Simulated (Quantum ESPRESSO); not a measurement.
# AlNi (Pm-3m) in Quantum ESPRESSO: a series of runs, part 2 of 2

Quantum ESPRESSO 7.5.

### Step 3. Band structure, LDA, collinear spin, ferromagnetic start

File pw.in:

```
&CONTROL
  calculation = 'scf'
  prefix = 'pwscf'
  outdir = './tmp'
  pseudo_dir = './pseudo'
  tprnfor = .true.
  tstress = .true.
  disk_io = 'low'
/
&SYSTEM
  ibrav = 0
  nat = 2
  ntyp = 2
  ecutwfc = 45
  ecutrho = 360
  nbnd = 20
  occupations = 'smearing'
  smearing = 'fd'
  degauss = 0.00367493
  nspin = 2
  starting_magnetization(1) = 0.0556
  starting_magnetization(2) = 0
/
&ELECTRONS
  conv_thr = 4d-10
  electron_maxstep = 120
  mixing_beta = 0.3
/
ATOMIC_SPECIES
Ni    58.6934 ni_lda_v1.4.uspp.F.UPF
Al    26.9815 al_lda_v1.uspp.F.UPF
CELL_PARAMETERS angstrom
   2.8810000000    0.0000000000    0.0000000000
   0.0000000000    2.8810000000    0.0000000000
   0.0000000000    0.0000000000    2.8810000000
ATOMIC_POSITIONS crystal
Ni     0.5000000000    0.5000000000    0.5000000000
Al     0.0000000000    0.0000000000    0.0000000000
K_POINTS automatic
9 9 9 0 0 0
```

File bands.in:

```
&CONTROL
  calculation = 'bands'
  prefix = 'pwscf'
  outdir = './tmp'
  pseudo_dir = './pseudo'
  disk_io = 'low'
  verbosity = 'high'
/
&SYSTEM
  ibrav = 0
  nat = 2
  ntyp = 2
  ecutwfc = 45
  ecutrho = 360
  nbnd = 20
  occupations = 'smearing'
  smearing = 'fd'
  degauss = 0.00367493
  nspin = 2
  starting_magnetization(1) = 0.0556
  starting_magnetization(2) = 0
/
&ELECTRONS
  conv_thr = 1d-08
  electron_maxstep = 120
  mixing_beta = 0.3
  diago_full_acc = .true.
/
ATOMIC_SPECIES
Ni    58.6934 ni_lda_v1.4.uspp.F.UPF
Al    26.9815 al_lda_v1.uspp.F.UPF
CELL_PARAMETERS angstrom
   2.8810000000    0.0000000000    0.0000000000
   0.0000000000    2.8810000000    0.0000000000
   0.0000000000    0.0000000000    2.8810000000
ATOMIC_POSITIONS crystal
Ni     0.5000000000    0.5000000000    0.5000000000
Al     0.0000000000    0.0000000000    0.0000000000
K_POINTS crystal
60
 0.0000000000  0.0000000000  0.0000000000 1
 0.0000000000  0.0714285714  0.0000000000 1
 0.0000000000  0.1428571429  0.0000000000 1
 0.0000000000  0.2142857143  0.0000000000 1
 0.0000000000  0.2857142857  0.0000000000 1
 0.0000000000  0.3571428571  0.0000000000 1
 0.0000000000  0.4285714286  0.0000000000 1
 0.0000000000  0.5000000000  0.0000000000 1
 0.0714285714  0.5000000000  0.0000000000 1
 0.1428571429  0.5000000000  0.0000000000 1
 0.2142857143  0.5000000000  0.0000000000 1
 0.2857142857  0.5000000000  0.0000000000 1
 0.3571428571  0.5000000000  0.0000000000 1
 0.4285714286  0.5000000000  0.0000000000 1
 0.5000000000  0.5000000000  0.0000000000 1
 0.4545454545  0.4545454545  0.0000000000 1
 0.4090909091  0.4090909091  0.0000000000 1
 0.3636363636  0.3636363636  0.0000000000 1
 0.3181818182  0.3181818182  0.0000000000 1
 0.2727272727  0.2727272727  0.0000000000 1
 0.2272727273  0.2272727273  0.0000000000 1
 0.1818181818  0.1818181818  0.0000000000 1
 0.1363636364  0.1363636364  0.0000000000 1
 0.0909090909  0.0909090909  0.0000000000 1
 0.0454545455  0.0454545455  0.0000000000 1
 0.0000000000  0.0000000000  0.0000000000 1
 0.0357142857  0.0357142857  0.0357142857 1
 0.0714285714  0.0714285714  0.0714285714 1
 0.1071428571  0.1071428571  0.1071428571 1
 0.1428571429  0.1428571429  0.1428571429 1
 0.1785714286  0.1785714286  0.1785714286 1
 0.2142857143  0.2142857143  0.2142857143 1
 0.2500000000  0.2500000000  0.2500000000 1
 0.2857142857  0.2857142857  0.2857142857 1
 0.3214285714  0.3214285714  0.3214285714 1
 0.3571428571  0.3571428571  0.3571428571 1
 0.3928571429  0.3928571429  0.3928571429 1
 0.4285714286  0.4285714286  0.4285714286 1
 0.4642857143  0.4642857143  0.4642857143 1
 0.5000000000  0.5000000000  0.5000000000 1
 0.4545454545  0.5000000000  0.4545454545 1
 0.4090909091  0.5000000000  0.4090909091 1
 0.3636363636  0.5000000000  0.3636363636 1
 0.3181818182  0.5000000000  0.3181818182 1
 0.2727272727  0.5000000000  0.2727272727 1
 0.2272727273  0.5000000000  0.2272727273 1
 0.1818181818  0.5000000000  0.1818181818 1
 0.1363636364  0.5000000000  0.1363636364 1
 0.0909090909  0.5000000000  0.0909090909 1
 0.0454545455  0.5000000000  0.0454545455 1
 0.0000000000  0.5000000000  0.0000000000 1
 0.5000000000  0.5000000000  0.0000000000 1
 0.5000000000  0.5000000000  0.0625000000 1
 0.5000000000  0.5000000000  0.1250000000 1
 0.5000000000  0.5000000000  0.1875000000 1
 0.5000000000  0.5000000000  0.2500000000 1
 0.5000000000  0.5000000000  0.3125000000 1
 0.5000000000  0.5000000000  0.3750000000 1
 0.5000000000  0.5000000000  0.4375000000 1
 0.5000000000  0.5000000000  0.5000000000 1
```

Potentials or basis: GBRV 1.5 LDA.

Run with:

```console
> OMP_NUM_THREADS=1 pw.x -in pw.in > pw.out
> OMP_NUM_THREADS=1 pw.x -in bands.in > bands.out
```

pw.out:

```text
This program is part of the open-source Quantum ESPRESSO suite
     for quantum simulation of materials; please cite
         "P. Giannozzi et al., J. Phys.:Condens. Matter 21 395502 (2009);
         "P. Giannozzi et al., J. Phys.:Condens. Matter 29 465901 (2017);
         "P. Giannozzi et al., J. Chem. Phys. 152 154105 (2020);
     in publications or presentations arising from this work. More details at

     Message from routine setup:
     using ibrav=0 with symmetry is DISCOURAGED, use correct ibrav instead

     G-vector sticks info
     --------------------
     sticks:   dense  smooth     PW     G-vecs:    dense   smooth      PW
     Sum         853     421    137                18805     6619    1213

     Using Slab Decomposition

     bravais-lattice index     =            0
     lattice parameter (alat)  =       5.4443  a.u.
     unit-cell volume          =     161.3713 (a.u.)^3
[... 518 lines left out ...]
    11.9172  11.9172  18.8954  18.8954  18.8954  21.7171  21.7171  26.7056
    34.1711  34.1711  34.1711  36.8732
[... 201 lines left out ...]
   -89.0495 -49.9086 -49.9086 -49.9086   9.1860   9.4218   9.4218  12.3369
    12.3369  14.2506  15.4837  15.4837  16.9177  18.3553  18.3553  19.1584
    21.7961  39.6151  39.6151  43.4842

     the Fermi energy is    13.4738 ev

!    total energy              =    -349.94285415 Ry
     estimated scf accuracy    <          2.7E-10 Ry
     smearing contrib. (-TS)   =      -0.00049057 Ry
     internal energy E=F+TS    =    -349.94236357 Ry

     The total energy is F=E-TS. E is the sum of the following terms:
     one-electron contribution =    -263.57146856 Ry
     hartree contribution      =     142.53506371 Ry
     xc contribution           =     -39.45479649 Ry
     ewald contribution        =    -189.45116224 Ry

     total magnetization       =     0.00 Bohr mag/cell
     absolute magnetization    =     0.00 Bohr mag/cell

     convergence has been achieved in  18 iterations

     Forces acting on atoms (cartesian axes, Ry/au):

     atom    1 type  1   force =     0.00000000    0.00000000    0.00000000
     atom    2 type  2   force =     0.00000000    0.00000000    0.00000000

     Total force =     0.000000     Total SCF correction =     0.000000

     Computing stress (Cartesian axis) and pressure

          total   stress  (Ry/bohr**3)                   (kbar)     P=      -84.58
  -0.00057495   0.00000000   0.00000000          -84.58        0.00        0.00
   0.00000000  -0.00057495   0.00000000            0.00      -84.58        0.00
   0.00000000   0.00000000  -0.00057495            0.00        0.00      -84.58

=------------------------------------------------------------------------------=
   JOB DONE.
=------------------------------------------------------------------------------=
```

bands.out:

```text
This program is part of the open-source Quantum ESPRESSO suite
     for quantum simulation of materials; please cite
         "P. Giannozzi et al., J. Phys.:Condens. Matter 21 395502 (2009);
         "P. Giannozzi et al., J. Phys.:Condens. Matter 29 465901 (2017);
         "P. Giannozzi et al., J. Chem. Phys. 152 154105 (2020);
     in publications or presentations arising from this work. More details at
[... 1673 lines left out ...]
   -89.0494 -49.9091 -49.9091 -49.9091   9.3518   9.3518   9.3518  12.4743
    12.4743  15.5282  15.5282  15.5282  16.9551  17.9512  17.9512  17.9512
    20.9552  40.4380  40.4380  44.4369

=------------------------------------------------------------------------------=
   JOB DONE.
=------------------------------------------------------------------------------=
```

It took 31 s on 1 thread of Intel Xeon at 2.60GHz (Ice Lake), shared host; peak memory 0.13 GiB.

What came out:

| Quantity | Value |
| --- | --- |
| Free energy | -4761.2151 eV |
| Pressure | -8.5 GPa |
| Band gap on the k mesh | none (metal or under the smearing width) |
| Net moment | 0.00 μB per cell |
| Absolute moment | 0.00 μB per cell |
| Valence electrons inside the program's atomic spheres | Ni 16.84; Al 1.25 |

Levels at the corners of the path, in eV from the Fermi level:
Spin up:
```csv
point,band 6,band 7,band 8,band 9,band 10,band 11,band 12,band 13,band 14,band 15
Γ,-3.24,-3.24,-1.56,-1.56,-1.56,5.42,5.42,5.42,8.24,8.24
X,-6.81,-2.78,-2.27,-2.27,-1.47,-0.66,8.38,9.98,9.98,10.71
M,-3.39,-2.86,-2.86,-2.09,-2.09,-1.03,1.44,2.46,11.95,15.10
Γ,-3.24,-3.24,-1.56,-1.56,-1.56,5.42,5.42,5.42,8.24,8.24
R,-4.12,-4.12,-1.00,-1.00,2.05,2.05,2.05,3.48,4.48,4.48
X,-6.81,-2.78,-2.27,-2.27,-1.47,-0.66,8.38,9.98,9.98,10.71
M,-3.39,-2.86,-2.86,-2.09,-2.09,-1.03,1.44,2.46,11.95,15.10
R,-4.12,-4.12,-1.00,-1.00,2.05,2.05,2.05,3.48,4.48,4.48
```
Spin down:
```
point  band 8  band 9  band 10  band 11  band 12  band 13
    Γ   -1.56   -1.56    -1.56     5.42     5.42     5.42
    X   -2.27   -2.27    -1.47    -0.66     8.38     9.98
    M   -2.86   -2.09    -2.09    -1.03     1.44     2.46
    Γ   -1.56   -1.56    -1.56     5.42     5.42     5.42
    R   -1.00   -1.00     2.05     2.05     2.05     3.48
    X   -2.27   -2.27    -1.47    -0.66     8.38     9.98
    M   -2.86   -2.09    -2.09    -1.03     1.44     2.46
    R   -1.00   -1.00     2.05     2.05     2.05     3.48
```
